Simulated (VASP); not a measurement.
CaF2:

```xyz
3
Lattice="0.0000 2.7565 2.7565 2.7565 0.0000 2.7565 2.7565 2.7565 0.0000" Properties=species:S:1:pos:R:3 pbc="T T T"
Ca    0.0000    0.0000    0.0000
F     4.1347    4.1347    4.1347
F     1.3782    1.3782    1.3782
```

The cell comes from a database or a generator and needn't be the stable form of this composition.

Program: VASP 6.6.1. Alike in all runs: task band structure; no spin polarisation; cell as given; cutoff (eV) 450; smearing gaussian 0.02 eV. Hardware: 2 MPI ranks on Intel(R) Xeon(R) Platinum 8375C CPU @ 2.90GHz (Ice Lake), on a shared host.

Question: Order these runs on this cell by their wall time, lowest first.
A. level LDA; potentials or basis VASP PAW LDA potentials, release 64 (Ca_sv, F); k mesh 10 × 10 × 10; further INCAR settings ALGO = Fast; EDIFF = 1e-06
B. level HSE06; potentials or basis VASP PAW PBE potentials, release 64 (Ca_sv, F); k mesh 8 × 8 × 8; grid for exact exchange (PRECFOCK) Fast; screening parameter 0.2 1/A; further INCAR settings ALGO = Normal; EDIFF = 1e-06
C. level r2SCAN; potentials or basis VASP PAW PBE potentials, release 64 (Ca_sv, F); k mesh 10 × 10 × 10; further INCAR settings ALGO = Normal; EDIFF = 1e-06

Answer: A (38 s), C (130 s), B (8200 s).

Runs at the PBE level aren't shown here.
